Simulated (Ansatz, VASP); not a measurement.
# ZnSe (Stilleite): VASP beside Ansatz, part 2 of 2

Aim: how closely do two programs agree when they are given the same cell, functional and k mesh? The cell is taken from a series of VASP runs on this material, whose earlier steps may have relaxed, scaled or displaced it; both programs get it as it stands.

VASP 6.6.1 and Ansatz 0.2.0.

So far. Step 5 (Ansatz: single point, PBE): The run ends at a pressure of -0.07 GPa.

### 6. VASP: single point, PBE

Level of this step: PBE; plane waves and PAW (Zn, Se) (VASP).

The same cell, functional, mesh and smearing now go to VASP, with its own data sets and cutoff.

Contents of INCAR:

```
SYSTEM = ZnSe
PREC = Accurate
ENCUT = 400
EDIFF = 1E-06
NELM = 100
ISMEAR = -5
SIGMA = 0.05
LREAL = .FALSE.
ALGO = Normal
GGA = PE
NBANDS = 21
LORBIT = 11
LWAVE = .FALSE.
LCHARG = .FALSE.
KPAR = 2
NEDOS = 2001
```

Contents of POSCAR:

```
ZnSe
1.0
    0.0000000000      2.8675528976      2.8675528976
    2.8675528976      0.0000000000      2.8675528976
    2.8675528976      2.8675528976      0.0000000000
Zn Se
1 1
Direct
    0.0000000000      0.0000000000      0.0000000000
    0.2500000000      0.2500000000      0.2500000000
```

Contents of KPOINTS:

```
Automatic mesh
0
Gamma
10 10 10
0 0 0
```

The projector-augmented-wave data sets are Zn and Se (PBE family, release 64).

On the command line:

```console
mpirun -np 2 vasp_std
```

Numbers of over 12 decimals in the logs are rounded to 6 here.

Output:

```text
[... set-up lines as in an earlier step ...]
 entering main loop
       N       E                     dE             d eps       ncg     rms          rms(c)
DAV:   1     0.928661282402E+02    0.92866E+02   -0.70430E+03  1987   0.807E+02
DAV:   2     0.930310651084E+00   -0.91936E+02   -0.84508E+02  2091   0.203E+02
DAV:   3    -0.624805501622E+01   -0.71784E+01   -0.71096E+01  2327   0.554E+01
DAV:   4    -0.632112864101E+01   -0.73074E-01   -0.73045E-01  2244   0.580E+00
[...]
DAV:  11    -0.603021323538E+01    0.10778E-04   -0.26318E-05  2265   0.348E-02    0.503E-03
DAV:  12    -0.603021442945E+01   -0.11941E-05   -0.42652E-06  2234   0.952E-03    0.248E-03
DAV:  13    -0.603021463091E+01   -0.20147E-06   -0.24355E-07  1848   0.336E-03
   1 F= -.60302146E+01 E0= -.60302146E+01  d E =0.000000E+00
```

OUTCAR, selected parts (step 6):

```text
  Total       -0.0210516     -0.0210516     -0.0210516     -0.0000000     -0.0000000      0.0000000
  in kB       -0.7152055     -0.7152055     -0.7152055     -0.0000000     -0.0000000      0.0000000
  external PRESSURE =      -0.7152055 kB  Pullay stress =       0.0000000 kB

 POSITION                                       TOTAL-FORCE (eV/Angst)
 -----------------------------------------------------------------------------------
      0.00000      0.00000      0.00000        -0.000000     -0.000000     -0.000000
      1.43378      1.43378      1.43378         0.000000      0.000000      0.000000
 -----------------------------------------------------------------------------------
    total drift:                               -0.000002     -0.000002     -0.000001

  FREE ENERGIE OF THE ION-ELECTRON SYSTEM (eV)
  ---------------------------------------------------
  free  energy   TOTEN  =        -6.0302146309 eV

  energy  without entropy=       -6.0302146309  energy(sigma->0) =       -6.03021463

[... 1 part as in an earlier step ...]

[... 2 further parts left out ...]
[key lines of the parts left out:]
E-fermi :   1.3293
```

The run ends at a pressure of -0.07 GPa.

### 7. Comparison

Compared:

```
                                        quantity  Ansatz   VASP  difference
                                  pressure (GPa)   -0.07  -0.07        0.00
pressure without Ansatz's Pulay correction (GPa)   -0.12  -0.07       -0.05
                          gap on the k mesh (eV)   1.148  1.147      +0.001
```

A gap on the mesh is an upper bound, since the band edges may lie between its points. Ansatz's pressure holds a Pulay correction of 0.05 GPa; VASP's holds none.

### 8. VASP: band structure, PBE, spin-orbit coupling

Levels along a path test the potential and the projectors away from the mesh points.

Contents of INCAR:

```
SYSTEM = ZnSe
PREC = Accurate
ENCUT = 400
EDIFF = 1E-06
NELM = 100
ISMEAR = 0
SIGMA = 0.05
LREAL = .FALSE.
ALGO = Normal
GGA = PE
LNONCOLLINEAR = .TRUE.
MAGMOM = 0 0 0 0 0 0
NBANDS = 30
GGA_COMPAT = .FALSE.
LASPH = .TRUE.
LSORBIT = .TRUE.
LORBIT = 11
LWAVE = .FALSE.
LCHARG = .FALSE.
KPAR = 2
```

POSCAR is that of step 6.

Contents of KPOINTS:

```
Automatic mesh
0
Gamma
6 6 6
0 0 0
```

Contents of KPOINTS_OPT:

```
Line mode
16
Line-mode
Reciprocal
  0.00000000   0.00000000   0.00000000 GAMMA
  0.50000000   0.00000000   0.50000000 X

  0.50000000   0.00000000   0.50000000 X
  0.50000000   0.25000000   0.75000000 W

  0.50000000   0.25000000   0.75000000 W
  0.37500000   0.37500000   0.75000000 K

  0.37500000   0.37500000   0.75000000 K
  0.00000000   0.00000000   0.00000000 GAMMA

  0.00000000   0.00000000   0.00000000 GAMMA
  0.50000000   0.50000000   0.50000000 L

  0.50000000   0.50000000   0.50000000 L
  0.62500000   0.25000000   0.62500000 U

  0.62500000   0.25000000   0.62500000 U
  0.50000000   0.25000000   0.75000000 W

  0.50000000   0.25000000   0.75000000 W
  0.50000000   0.50000000   0.50000000 L

  0.50000000   0.50000000   0.50000000 L
  0.37500000   0.37500000   0.75000000 K

  0.62500000   0.25000000   0.62500000 U
  0.50000000   0.00000000   0.50000000 X
```

On the command line:

```console
mpirun -np 2 vasp_ncl
```

Output:

```text
[... set-up lines as in an earlier step ...]
 entering main loop
       N       E                     dE             d eps       ncg     rms          rms(c)
DAV:   1     0.110604583409E+03    0.11060E+03   -0.69821E+03  1320   0.113E+03
DAV:   2     0.462883453877E+01   -0.10598E+03   -0.99678E+02  1344   0.280E+02
DAV:   3    -0.613533381230E+01   -0.10764E+02   -0.10642E+02  1552   0.906E+01
DAV:   4    -0.634013150462E+01   -0.20480E+00   -0.20454E+00  1488   0.130E+01
[...]
DAV:  12    -0.604875779722E+01   -0.57217E-05   -0.23275E-05  1472   0.959E-02    0.385E-03
DAV:  13    -0.604875917336E+01   -0.13761E-05   -0.51443E-06  1524   0.167E-02    0.272E-03
DAV:  14    -0.604875912836E+01    0.45000E-07   -0.47487E-07  1164   0.116E-02
   1 F= -.60487591E+01 E0= -.60487591E+01  d E =-.245216E-16  mag=    -0.0000     0.0000    -0.0000
 Start KPOINTS_OPT (optional k-point list driver)
k-point batch [1-22\160]
       N       E                     dE             ncg
DAV:   1     0.859720893213E+03   -0.60717E+04     1334
DAV:   2    -0.141960857412E+04   -0.22793E+04     1326
DAV:   3    -0.164638371312E+04   -0.22678E+03     1614
DAV:   4    -0.165038377781E+04   -0.40001E+01     1502
DAV:   5    -0.165040242991E+04   -0.18652E-01     1602
DAV:   6    -0.165040258893E+04   -0.15902E-03     1522
DAV:   7    -0.165040259089E+04   -0.19572E-05     1434
DAV:   8    -0.165040259097E+04   -0.85057E-07     1124
[...]
k-point batch [155-160\160]
       N       E                     dE             ncg
DAV:   1     0.890207019620E+04   -0.30540E+04      360
DAV:   2     0.827399493996E+04   -0.62808E+03      360
DAV:   3     0.821375852430E+04   -0.60236E+02      468
DAV:   4     0.821289920656E+04   -0.85932E+00      442
DAV:   5     0.821289562864E+04   -0.35779E-02      464
DAV:   6     0.821289559855E+04   -0.30090E-04      454
DAV:   7     0.821289559823E+04   -0.32114E-06      400
```

Parts of OUTCAR (step 8):

```text
  Total       -0.0184482     -0.0184482     -0.0184482     -0.0000000     -0.0000000     -0.0000000
  in kB       -0.6267597     -0.6267597     -0.6267597     -0.0000000     -0.0000000     -0.0000000
  external PRESSURE =      -0.6267597 kB  Pullay stress =       0.0000000 kB

 POSITION                                       TOTAL-FORCE (eV/Angst)
 -----------------------------------------------------------------------------------
      0.00000      0.00000      0.00000         0.000000      0.000000      0.000000
      1.43378      1.43378      1.43378        -0.000000     -0.000000     -0.000000
 -----------------------------------------------------------------------------------
    total drift:                                0.000000      0.000000      0.000000

  FREE ENERGIE OF THE ION-ELECTRON SYSTEM (eV)
  ---------------------------------------------------
  free  energy   TOTEN  =        -6.0487591284 eV

  energy  without entropy=       -6.0487591284  energy(sigma->0) =       -6.04875913

 magnetization (x)
# of ion       s       p       d       tot
------------------------------------------
    1        0.000  -0.000  -0.000  -0.000
    2        0.000   0.000   0.000   0.000
--------------------------------------------------
tot          0.000  -0.000  -0.000  -0.000

 magnetization (y)
# of ion       s       p       d       tot
------------------------------------------
    1        0.000   0.000   0.000   0.000
    2        0.000   0.000   0.000   0.000
--------------------------------------------------
tot          0.000   0.000   0.000   0.000

 magnetization (z)
# of ion       s       p       d       tot
------------------------------------------
    1        0.000  -0.000  -0.000  -0.000
    2       -0.000   0.000   0.000  -0.000
--------------------------------------------------
tot          0.000  -0.000  -0.000  -0.000

[... 1 part as in an earlier step ...]

[... 2 further parts left out ...]
[key lines of the parts left out:]
E-fermi :   1.7177
```

The run ends at a pressure of -0.06 GPa.

### 9. Ansatz: band structure, PBE, spin-orbit coupling

The same cell, functional, mesh and smearing now go to Ansatz, which takes its cutoff from its data sets.

The cell is taken from a series of VASP runs on this material, whose earlier steps may have relaxed, scaled or displaced it; both programs get it as it stands.

Contents of input.yaml:

```yaml
crystal:
  lattice:
    - [0.0, 2.8675528976, 2.8675528976]
    - [2.8675528976, 0.0, 2.8675528976]
    - [2.8675528976, 2.8675528976, 0.0]
  atoms:
    - { symbol: Zn, position: [0.0, 0.0, 0.0] }
    - { symbol: Se, position: [0.25, 0.25, 0.25] }
hamiltonian:
  xc: pbe
  pseudopotentials: { kind: paw_fr }
magnetization:
  noncollinear: true
  spin_orbit: true
kpoints:
  mp_grid: { grid: [6, 6, 6] }
  band_path:
    path:
      - [0.0, 0.0, 0.0]
      - [0.16667, 0.0, 0.16667]
      - [0.33333, 0.0, 0.33333]
      - [0.5, 0.0, 0.5]
      - [0.5, 0.08333, 0.58333]
      - [0.5, 0.18333, 0.68333]
      - [0.5, 0.25, 0.75]
      - [0.45, 0.3, 0.75]
      - [0.40833, 0.34167, 0.75]
      - [0.35, 0.35, 0.7]
      - [0.225, 0.225, 0.45]
      - [0.075, 0.075, 0.15]
      - [0.03333, 0.03333, 0.03333]
      - [0.23333, 0.23333, 0.23333]
      - [0.4, 0.4, 0.4]
      - [0.51667, 0.46667, 0.51667]
      - [0.55833, 0.38333, 0.55833]
      - [0.60833, 0.28333, 0.60833]
      - [0.60833, 0.25, 0.64167]
      - [0.55833, 0.25, 0.69167]
      - [0.51667, 0.25, 0.73333]
      - [0.5, 0.3, 0.7]
      - [0.5, 0.38333, 0.61667]
      - [0.5, 0.48333, 0.51667]
      - [0.475, 0.475, 0.55]
      - [0.425, 0.425, 0.65]
      - [0.38333, 0.38333, 0.73333]
      - [0.59167, 0.18333, 0.59167]
      - [0.55, 0.1, 0.55]
      - [0.5, 0.0, 0.5]
    npoints: 1
scf:
  occupations: { method: gaussian, width: 0.05 }
  n_extra_bands: 14
output:
  forces: true
  stress: true
  eigenvalues: true
```

On the command line:

```console
ansatz run input.yaml --threads 2 --pin off --max-ram 4608MiB --backend cpu --events-out ev --progress --plain --runs-dir out
```

Output:

```text
[...]
non-collinear run that drives no moment, with spin-orbit: no starting moment large enough to seed its density (crystal.atoms[].spin), no starting occupations that ask for one, no magnetisation constraint and no magnetic field, so the semilocal B_xc is pinned to zero
Crystal: 2 atoms, lattice volume = 47.159 Å³
[...]
k-point 1: bands = [... 24 lower, 5.9492, 5.9492, 6.1829, 6.1939, 8.7327, 8.7327, 12.1374, 12.1374, ... 10 higher]
  k-point 2: bands = [... 24 lower, 5.5464, 5.5464, 5.7737, 5.7845, 8.9109, 8.9109, 12.7377, 12.7377, ... 10 higher]
  k-point 15: bands = [... 24 lower, 3.7091, 3.8538, 3.9382, 3.9431, 10.7782, 10.8072, 10.9770, 11.0815, ... 10 higher]
[key lines of the parts left out:]
SCF converged after 7 iterations
Magnetization: |M| = 0.0000 μB,  M = (+0.0000, +0.0000, +0.0000) μB
Free energy (F): -8789.762474 eV
Fermi energy:    6.941315 eV
P = ⅓ Tr σ = -0.0430 GPa (-0.430 kbar)
```

It took 4.4 s on 2 threads of Intel Xeon 6975P-C (Granite Rapids), shared host; peak memory 0.54 GiB; 8.1 s of CPU time.

### 10. Comparison

What differs besides the data sets and the points named for the pairs above, as far as they apply: spin-orbit coupling enters by fully relativistic files in Ansatz and inside the spheres in VASP; the data sets hold 28 valence electrons in Ansatz (fully relativistic PAW (standard-fr) files) and 18 in VASP. Total energies have different zeros and are not compared.

Compared:

```csv
quantity,Ansatz,VASP,difference
pressure (GPa),-0.04,-0.06,+0.02
pressure without Ansatz's Pulay correction (GPa),-0.09,-0.06,-0.03
gap over the path points (eV),1.022,1.022,0.000
```

Levels at points of the path, from each program's valence-band top (eV; 8 filled, then empty):

```csv
k (reciprocal lattice),Ansatz,VASP
0.000 0.000 0.000,-6.15 -6.15 -0.38 -0.38 0.00 0.00 0.00 0.00 1.02 1.02 5.59 5.59 5.74 5.74,-6.15 -6.15 -0.38 -0.38 0.00 0.00 0.00 0.00 1.02 1.02 5.58 5.58 5.73 5.73
0.167 0.000 0.167,-6.13 -6.13 -1.98 -1.98 -0.87 -0.87 -0.67 -0.67 3.00 3.00 4.58 4.58 6.74 6.74,-6.13 -6.13 -1.98 -1.98 -0.87 -0.87 -0.67 -0.67 3.00 3.00 4.58 4.58 6.73 6.73
0.333 0.000 0.333,-6.07 -6.07 -3.80 -3.80 -1.85 -1.85 -1.68 -1.68 3.36 3.36 3.75 3.75 8.63 8.63,-6.07 -6.07 -3.81 -3.81 -1.85 -1.85 -1.68 -1.68 3.35 3.35 3.74 3.74 8.64 8.64
0.500 0.000 0.500,-5.95 -5.95 -4.72 -4.72 -2.27 -2.27 -2.10 -2.10 2.94 2.94 3.33 3.33 10.31 10.31,-5.95 -5.95 -4.73 -4.73 -2.27 -2.27 -2.10 -2.10 2.94 2.94 3.33 3.33 10.32 10.32
0.500 0.083 0.583,-5.95 -5.92 -4.73 -4.68 -2.44 -2.37 -2.24 -2.23 3.33 3.35 3.67 3.73 9.57 9.67,-5.95 -5.92 -4.73 -4.68 -2.44 -2.37 -2.25 -2.24 3.33 3.34 3.67 3.73 9.57 9.67
0.500 0.183 0.683,-5.92 -5.86 -4.71 -4.61 -2.77 -2.61 -2.53 -2.52 4.59 4.63 4.74 4.85 7.65 7.70,-5.92 -5.86 -4.71 -4.61 -2.77 -2.61 -2.53 -2.53 4.59 4.62 4.74 4.85 7.65 7.70
0.500 0.250 0.750,-5.92 -5.84 -4.70 -4.58 -2.86 -2.68 -2.61 -2.60 5.14 5.34 5.35 5.39 6.72 6.80,-5.92 -5.84 -4.70 -4.59 -2.86 -2.68 -2.61 -2.60 5.14 5.34 5.35 5.39 6.72 6.80
0.450 0.300 0.750,-5.92 -5.85 -4.71 -4.59 -2.98 -2.86 -2.31 -2.25 4.41 4.48 5.35 5.46 7.34 7.39,-5.93 -5.86 -4.71 -4.60 -2.98 -2.86 -2.31 -2.26 4.41 4.47 5.35 5.46 7.34 7.39
0.408 0.342 0.750,-5.93 -5.87 -4.72 -4.61 -3.08 -2.96 -1.94 -1.92 3.69 3.71 5.34 5.45 8.25 8.31,-5.93 -5.87 -4.72 -4.62 -3.08 -2.96 -1.94 -1.92 3.68 3.71 5.34 5.45 8.25 8.31
0.350 0.350 0.700,-5.95 -5.87 -4.71 -4.59 -3.18 -3.05 -1.67 -1.66 3.61 3.63 5.81 5.95 8.43 8.54,-5.95 -5.88 -4.72 -4.59 -3.18 -3.06 -1.67 -1.66 3.61 3.62 5.82 5.95 8.43 8.54
```

Among the levels compared at these points, filled levels agree within 5 meV and empty ones within 13 meV. Ansatz's pressure holds a Pulay correction of 0.05 GPa; VASP's holds none.

### 11. Summary of results

```
difference in gap over the path points (band structure, PBE)                      : 1.0e-3 eV
difference in gap on the k mesh (single point, PBE)                               : 0.0010 eV
difference in gap over the path points (band structure, PBE, spin-orbit coupling) : 2.0e-4 eV
```

What this shows: The difference in gap on the k mesh is 0.0010 eV (single point, PBE), within the 0.08 eV picked in this series as the mark of a large difference. How closely two codes agree says nothing of how well the functional describes the real material.

[Lines on the potential files, build, host, timing and source positions are cut from VASP's logs without a mark.]

[Logs are printed without paths, hosts, clocks, repeated set-up lines and the standing remarks that a program may print on its own settings, such as how far it seeks lower states.]

[Hosts, paths, dates, database ids (printed as entryN), source tags and the programs' standing remarks are cut or masked in the printed files.]
